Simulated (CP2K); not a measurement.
# BN (P6_3/mmc) in CP2K: settings compared, part 2 of 2

CP2K 2026.2. The steps go on from the part before.

### Step 4. Atomic charges, BLYP

bn_charges.inp

```
&GLOBAL
  PROJECT bn_charges
  RUN_TYPE ENERGY_FORCE
  PRINT_LEVEL LOW
&END GLOBAL
&FORCE_EVAL
  METHOD QS
  STRESS_TENSOR ANALYTICAL
  &DFT
    BASIS_SET_FILE_NAME BASIS_MOLOPT
    POTENTIAL_FILE_NAME GTH_POTENTIALS
    &MGRID
      CUTOFF 450
      REL_CUTOFF 60
      NGRIDS 5
    &END MGRID
    &QS
      METHOD GPW
      EPS_DEFAULT 1.0E-9
    &END QS
    &KPOINTS
      SCHEME MONKHORST-PACK 9 9 3
      GAMMA_CENTERED T
      SYMMETRY T
      SYMMETRY_BACKEND SPGLIB
    &END KPOINTS
    &SCF
      SCF_GUESS ATOMIC
      EPS_SCF 1.0E-6
      MAX_SCF 100
      ADDED_MOS 14
      CHOLESKY OFF
      EPS_EIGVAL 1.0E-7
      &DIAGONALIZATION ON
        ALGORITHM STANDARD
      &END DIAGONALIZATION
      &MIXING ON
        METHOD BROYDEN_MIXING
        ALPHA 0.4
        BETA 1.5
        NBUFFER 8
      &END MIXING
      &SMEAR ON
        METHOD FERMI_DIRAC
        ELECTRONIC_TEMPERATURE 1160.45
      &END SMEAR
    &END SCF
    &XC
      &XC_FUNCTIONAL BLYP
      &END XC_FUNCTIONAL
    &END XC
    &PRINT
      &KPOINTS ON
      &END KPOINTS
      &MULLIKEN ON
      &END MULLIKEN
      &MO ON
        ENERGIES T
        OCCUPATION_NUMBERS T
        &EACH
          QS_SCF 0
        &END EACH
        ADD_LAST NUMERIC
      &END MO
      &LOWDIN ON
      &END LOWDIN
      &HIRSHFELD ON
        SHAPE_FUNCTION GAUSSIAN
      &END HIRSHFELD
      &VORONOI ON
        VORONOI_RADII VDW
      &END VORONOI
      &E_DENSITY_CUBE ON
        STRIDE 1
      &END E_DENSITY_CUBE
      &V_HARTREE_CUBE ON
        STRIDE 1
      &END V_HARTREE_CUBE
      &ELF_CUBE ON
        STRIDE 1
      &END ELF_CUBE
    &END PRINT
  &END DFT
  &SUBSYS
    &CELL
      A 2.4982400000 0.0000000000 0.0000000000
      B -1.2491200000 2.1635393048 0.0000000000
      C 0.0000000000 0.0000000000 6.6357000000
      PERIODIC XYZ
    &END CELL
    &COORD
      SCALED
      N   0.6666666667 0.3333333333 0.2500000000
      N   0.3333333333 0.6666666667 0.7500000000
      B   0.6666666667 0.3333333333 0.7500000000
      B   0.3333333333 0.6666666667 0.2500000000
    &END COORD
    &KIND N
      BASIS_SET DZVP-MOLOPT-SR-GTH-q5
      POTENTIAL GTH-BLYP-q5
    &END KIND
    &KIND B
      BASIS_SET DZVP-MOLOPT-SR-GTH-q3
      POTENTIAL GTH-BLYP-q3
    &END KIND
    &PRINT
      &ATOMIC_COORDINATES ON
      &END ATOMIC_COORDINATES
      &CELL ON
      &END CELL
    &END PRINT
  &END SUBSYS
  &PRINT
    &FORCES ON
    &END FORCES
    &STRESS_TENSOR ON
    &END STRESS_TENSOR
  &END PRINT
&END FORCE_EVAL
```

Potentials or basis: GTH_POTENTIALS N GTH-BLYP-q5, B GTH-BLYP-q3; DZVP-MOLOPT-SR-GTH basis.

The run is started by

```bash
OMP_NUM_THREADS=1 mpirun -n 4 cp2k.psmp -i bn_charges.inp -o bn_charges.out
```

bn_charges.out:

```text

 CP2K| version string:                                       CP2K version 2026.2
 CP2K| Input file name                                            bn_charges.inp

 GLOBAL| Force Environment number                                              1
 GLOBAL| Basis set file name                                        BASIS_MOLOPT
 GLOBAL| Potential file name                                      GTH_POTENTIALS
 GLOBAL| MM Potential file name                                     MM_POTENTIAL
 GLOBAL| Coordinate file name                                      __STD_INPUT__
 GLOBAL| Method name                                                        CP2K
 GLOBAL| Project name                                                 bn_charges
 GLOBAL| Run type                                                   ENERGY_FORCE
 GLOBAL| FFT library                                                       FFTW3
 GLOBAL| Diagonalization library                                       ScaLAPACK
 GLOBAL| Cholesky decomposition library                                ScaLAPACK
 GLOBAL| DGEMM library                                                      BLAS
 GLOBAL| Direct generalized diagonalization requested                          F
 GLOBAL| Matrix multiplication library                                 ScaLAPACK
 GLOBAL| Global print level                                                  LOW
 GLOBAL| Total number of message passing processes                             4
 GLOBAL| Number of threads for this process                                    1
 GLOBAL| CPU model name                                                  UNKNOWN

 CELL| Volume [angstrom^3]:                                            35.866227
 CELL| Vector a [angstrom]:       2.498     0.000     0.000   |a| =     2.498240
 CELL| Vector b [angstrom]:      -1.249     2.164     0.000   |b| =     2.498240
 CELL| Vector c [angstrom]:       0.000     0.000     6.636   |c| =     6.635700
 CELL| Angle (b,c), alpha [degree]:                                    90.000000
[... 357 lines left out ...]

 VORONOI| Collecting electron density from MPI ranks and sending to library...
 VORONOI| Voronoi integration finished.

 LOWDIN POPULATION ANALYSIS

 #  Atom  Element  Kind  Atomic population                           Net charge
       1     N        1          5.078426                             -0.078426
       2     N        1          5.078426                             -0.078426
       3     B        2          2.921574                              0.078426
       4     B        2          2.921574                              0.078426
 # Total charge                             16.000000                  0.000000

               ----- ELF is computed on the real space grid -----

 ELF is written in Cube    file format to the file:

 bn_charges-ELF_S1-1_0.cube

 ENERGY| Total FORCE_EVAL ( QS ) energy [hartree]            -25.661925299727489

 FORCES| Atomic forces [hartree/bohr]
 FORCES|   Atom     x               y               z               |f|
 FORCES|      1  4.22585435E-06 -2.44142218E-06 -3.70569405E-11   4.88040851E-06
 FORCES|      2 -4.22585435E-06  2.44142217E-06  3.70633288E-11   4.88040851E-06
 FORCES|      3 -1.07460729E-09 -1.13260702E-09 -1.98613449E-10   1.57385729E-09
 FORCES|      4  1.07460404E-09  1.13260755E-09  1.98614044E-10   1.57385554E-09
 FORCES| Sum    -7.82591806E-16 -4.41943596E-15  6.98358118E-15
 FORCES| Total atomic force                                       8.30146193E-15

 STRESS| Analytical stress tensor [bar]
 STRESS|                        x                   y                   z
 STRESS|      x        1.00647885853E+05  -8.10615149551E+00  -7.42824057476E-04
 STRESS|      y       -8.10615149551E+00   1.00638297392E+05  -4.28914247986E-04
 STRESS|      z       -7.42824057476E-04  -4.28914247986E-04   4.72137828358E+04
 STRESS| 1/3 Trace                                             8.28333220270E+04
 STRESS| Determinant                                           4.78229907867E+14

 STRESS| Eigenvectors and eigenvalues of the analytical stress tensor [bar]
 STRESS|                        1                   2                   3
 STRESS| Eigenvalues   4.72137828358E+04   1.00633673855E+05   1.00652509390E+05
 STRESS|      x           0.000000013903      0.495448103080      0.868637540723
 STRESS|      y           0.000000008031      0.868637540723     -0.495448103080
 STRESS|      z           1.000000000000     -0.000000013864     -0.000000008098
```

It took 15 s on 4 MPI ranks of Arm Neoverse V1, shared host.

The run converged, but a check on its numbers failed (symmetry, net force, bounds or a known fault of this set-up), so they aren't taken as properties of the crystal.

Caveat: Hirshfeld charges from Gaussian shapes aren't those from atomic densities; an odd mesh through Γ misses points on the zone boundary, where band edges often lie; this functional lacks dispersion, which binds the layers, so the pressure and a relaxed spacing across them are unreliable; the basis of atomic orbitals isn't converged, which shifts pressures, moduli and gaps.

### Step 5. Single point, B3LYP+D4

bn_scf.inp

```
&GLOBAL
  PROJECT bn_scf
  RUN_TYPE ENERGY_FORCE
  PRINT_LEVEL LOW
&END GLOBAL
&FORCE_EVAL
  METHOD QS
  &DFT
    BASIS_SET_FILE_NAME BASIS_MOLOPT_UZH
    BASIS_SET_FILE_NAME BASIS_ADMM_UZH
    POTENTIAL_FILE_NAME POTENTIAL_UZH
    WFN_RESTART_FILE_NAME previous-RESTART.wfn
    &AUXILIARY_DENSITY_MATRIX_METHOD
      ADMM_TYPE ADMM2
      EXCH_CORRECTION_FUNC BECKE88X
    &END AUXILIARY_DENSITY_MATRIX_METHOD
    &MGRID
      CUTOFF 450
      REL_CUTOFF 60
      NGRIDS 4
    &END MGRID
    &QS
      METHOD GPW
      EPS_DEFAULT 1.0E-9
    &END QS
    &SCF
      SCF_GUESS RESTART
      EPS_SCF 1.0E-6
      MAX_SCF 40
      &OT ON
        MINIMIZER DIIS
        PRECONDITIONER FULL_SINGLE_INVERSE
        ENERGY_GAP 0.01
      &END OT
      &OUTER_SCF ON
        EPS_SCF 1.0E-6
        MAX_SCF 6
      &END OUTER_SCF
    &END SCF
    &XC
      &XC_FUNCTIONAL
        &HYB_GGA_XC_B3LYP
        &END HYB_GGA_XC_B3LYP
      &END XC_FUNCTIONAL
      &VDW_POTENTIAL
        POTENTIAL_TYPE PAIR_POTENTIAL
        &PAIR_POTENTIAL
          TYPE DFTD4
          REFERENCE_FUNCTIONAL B3LYP
          D4_CUTOFF 20
        &END PAIR_POTENTIAL
      &END VDW_POTENTIAL
      &HF
        FRACTION 0.2
        &SCREENING
          EPS_SCHWARZ 1.0E-6
          SCREEN_ON_INITIAL_P T
        &END SCREENING
        &MEMORY
          MAX_MEMORY 600
        &END MEMORY
        &INTERACTION_POTENTIAL
          POTENTIAL_TYPE TRUNCATED
          CUTOFF_RADIUS 2.06
          T_C_G_DATA t_c_g.dat
        &END INTERACTION_POTENTIAL
      &END HF
    &END XC
    &PRINT
      &MULLIKEN ON
      &END MULLIKEN
      &MO_CUBES ON
        NHOMO 1
        NLUMO 4
        WRITE_CUBE F
      &END MO_CUBES
    &END PRINT
  &END DFT
  &SUBSYS
    &CELL
      A 2.4982400000 0.0000000000 0.0000000000
      B -1.2491200000 2.1635393048 0.0000000000
      C 0.0000000000 0.0000000000 6.6357000000
      PERIODIC XYZ
      MULTIPLE_UNIT_CELL 2 2 1
    &END CELL
    &COORD
      SCALED
      N   0.6666666667 0.3333333333 0.2500000000
      N   0.3333333333 0.6666666667 0.7500000000
      B   0.6666666667 0.3333333333 0.7500000000
      B   0.3333333333 0.6666666667 0.2500000000
    &END COORD
    &TOPOLOGY
      MULTIPLE_UNIT_CELL 2 2 1
    &END TOPOLOGY
    &KIND N
      BASIS_SET DZVP-MOLOPT-PBE0-GTH-q5
      POTENTIAL GTH-PBE0-q5
      BASIS_SET AUX_FIT admm-dz-q5
    &END KIND
    &KIND B
      BASIS_SET DZVP-MOLOPT-PBE0-GTH-q3
      POTENTIAL GTH-PBE0-q3
      BASIS_SET AUX_FIT admm-dz-q3
    &END KIND
    &PRINT
      &ATOMIC_COORDINATES ON
      &END ATOMIC_COORDINATES
      &CELL ON
      &END CELL
    &END PRINT
  &END SUBSYS
  &PRINT
    &FORCES ON
    &END FORCES
  &END PRINT
&END FORCE_EVAL
```

Potentials or basis: POTENTIAL_UZH N GTH-PBE0-q5, B GTH-PBE0-q3; DZVP-MOLOPT-PBE0-GTH basis.

The run is started by

```bash
OMP_NUM_THREADS=1 mpirun -n 4 cp2k.psmp -i bn_scf.inp -o bn_scf.out
```

Wall time 50 s (4 MPI ranks of Arm Neoverse V1, shared host).

It converged, with:

- Free energy: -2788.3541 eV
- Largest force: 0.114 eV/Å
- Mulliken charges: N -0.39, -0.34; B +0.35, +0.38, +0.39 e

Forces on the atoms (eV/Å):
```
N   -0.004 -0.009  0.000
N    0.001  0.004  0.000
B   -0.051  0.033  0.000
B    0.021  0.000  0.000
N   -0.014 -0.008  0.000
N   -0.048  0.032  0.000
B    0.095 -0.062  0.000
B    0.004  0.010  0.000
N   -0.012 -0.005  0.000
N   -0.059  0.023  0.000
B    0.095 -0.063  0.000
B    0.003  0.009  0.000
N   -0.006 -0.009  0.000
N    0.004  0.004  0.000
B   -0.049  0.038  0.000
B    0.020  0.003  0.000
```

Caveat: a small supercell at the Gamma point samples the zone coarsely, so gaps, energies and pressures aren't converged; Mulliken charges move with the basis; exact exchange is cut off at a short radius in a small supercell, so this isn't the converged functional; the potentials were made for another functional, which shifts forces and pressure; the basis of atomic orbitals isn't converged, which shifts pressures, moduli and gaps.

### Step 6. Single point, PBE0-TC-LRC

Edit bn_scf.inp of step 5 so:

```diff
@@ -14,3 +14,3 @@
       ADMM_TYPE ADMM2
-      EXCH_CORRECTION_FUNC BECKE88X
+      EXCH_CORRECTION_FUNC PBEX
     &END AUXILIARY_DENSITY_MATRIX_METHOD
@@ -23,3 +23,3 @@
       METHOD GPW
-      EPS_DEFAULT 1.0E-9
+      EPS_DEFAULT 1.0E-10
     &END QS
@@ -41,15 +41,13 @@
       &XC_FUNCTIONAL
-        &HYB_GGA_XC_B3LYP
-        &END HYB_GGA_XC_B3LYP
+        &PBE
+          SCALE_X 0.75
+          SCALE_C 1.0
+        &END PBE
+        &PBE_HOLE_T_C_LR
+          CUTOFF_RADIUS 2.0
+          SCALE_X 0.25
+        &END PBE_HOLE_T_C_LR
       &END XC_FUNCTIONAL
-      &VDW_POTENTIAL
-        POTENTIAL_TYPE PAIR_POTENTIAL
-        &PAIR_POTENTIAL
-          TYPE DFTD4
-          REFERENCE_FUNCTIONAL B3LYP
-          D4_CUTOFF 20
-        &END PAIR_POTENTIAL
-      &END VDW_POTENTIAL
       &HF
-        FRACTION 0.2
+        FRACTION 0.25
         &SCREENING
@@ -63,3 +61,3 @@
           POTENTIAL_TYPE TRUNCATED
-          CUTOFF_RADIUS 2.06
+          CUTOFF_RADIUS 2.0
           T_C_G_DATA t_c_g.dat
@@ -76,2 +74,11 @@
       &END MO_CUBES
+      &E_DENSITY_CUBE ON
+        STRIDE 1
+      &END E_DENSITY_CUBE
+      &V_HARTREE_CUBE ON
+        STRIDE 1
+      &END V_HARTREE_CUBE
+      &ELF_CUBE ON
+        STRIDE 1
+      &END ELF_CUBE
     &END PRINT
@@ -99,3 +106,3 @@
       POTENTIAL GTH-PBE0-q5
-      BASIS_SET AUX_FIT admm-dz-q5
+      BASIS_SET AUX_FIT admm-dzp-q5
     &END KIND
@@ -104,3 +111,3 @@
       POTENTIAL GTH-PBE0-q3
-      BASIS_SET AUX_FIT admm-dz-q3
+      BASIS_SET AUX_FIT admm-dzp-q3
     &END KIND
```

Potentials or basis: POTENTIAL_UZH N GTH-PBE0-q5, B GTH-PBE0-q3; DZVP-MOLOPT-PBE0-GTH basis.

The run is started by

```bash
OMP_NUM_THREADS=1 mpirun -n 4 cp2k.psmp -i bn_scf.inp -o bn_scf.out
```

It took 2.4 min on 4 MPI ranks of Arm Neoverse V1, shared host.

The run converged. Its results:

```
Free energy      : -2787.2672 eV
Largest force    : 0.469 eV/Å
Mulliken charges : N -0.38, -0.26; B +0.27, +0.37, +0.38 e
```

Forces on the atoms (eV/Å):
```
N   -0.026  0.008  0.000
N   -0.002  0.001  0.000
B   -0.395  0.240  0.000
B    0.035 -0.009  0.000
N   -0.023  0.003  0.000
N    0.283 -0.167  0.000
B    0.100 -0.073  0.000
B    0.037 -0.006  0.000
N   -0.023  0.005  0.000
N    0.284 -0.157  0.000
B    0.098 -0.074  0.000
B    0.026 -0.017  0.000
N   -0.027  0.010  0.000
N    0.000  0.002  0.000
B   -0.399  0.246  0.000
B    0.032 -0.013  0.000
```

Caveat: a small supercell at the Gamma point samples the zone coarsely, so gaps, energies and pressures aren't converged; Mulliken charges move with the basis; exact exchange is cut off at a short radius in a small supercell, so this isn't the converged functional; the potentials were made for another functional, which shifts forces and pressure; the basis of atomic orbitals isn't converged, which shifts pressures, moduli and gaps.

### Step 7. The runs side by side

| level | potentials or basis | k mesh | smearing | SCF solver | EPS_DEFAULT | MAX_SCF | SCF_GUESS | k points reduced by the point group | gap on the mesh (eV) | pressure (GPa) | largest force (eV/Å) |
| --- | --- | --- | --- | --- | --- | --- | --- | --- | --- | --- | --- |
| PBE | POTENTIAL_UZH N GTH-PBE-q5, B GTH-PBE-q3; TZVP-MOLOPT-PBE-GTH basis | 12 × 12 × 4 | gaussian 0.02 eV | diagonalisation with k points | 1.0E-10 | 100 | ATOMIC | yes | 4.30 | 5.2 | - |
| RPBE | POTENTIAL_UZH N GTH-PBE-q5, B GTH-PBE-q3; TZVP-MOLOPT-PBE-GTH basis | 12 × 12 × 4 | gaussian 0.05 eV | diagonalisation with k points | 1.0E-10 | 100 | ATOMIC | yes | 4.40 | 6.3 | - |
| B3LYP+D4 | POTENTIAL_UZH N GTH-PBE0-q5, B GTH-PBE0-q3; DZVP-MOLOPT-PBE0-GTH basis | - | fixed | orbital transformation (OT) | 1.0E-9 | 40 | RESTART | - | - | - | 0.11 |
| PBE0-TC-LRC | POTENTIAL_UZH N GTH-PBE0-q5, B GTH-PBE0-q3; DZVP-MOLOPT-PBE0-GTH basis | - | fixed | orbital transformation (OT) | 1.0E-10 | 40 | RESTART | - | - | - | 0.47 |

Alike in all rows: task single point; no spin polarisation; cell as given.

Caveats: the basis of atomic orbitals isn't converged, which shifts pressures, moduli and gaps; the potentials were made for another functional, which shifts forces and pressure (some runs); this functional lacks dispersion, which binds the layers, so the pressure and a relaxed spacing across them are unreliable (some runs); a small supercell at the Gamma point samples the zone coarsely, so gaps, energies and pressures aren't converged (some runs); exact exchange is cut off at a short radius in a small supercell, so this isn't the converged functional (some runs).

Total energies depend on the potentials used, so only differences within one code and one set of settings carry meaning.
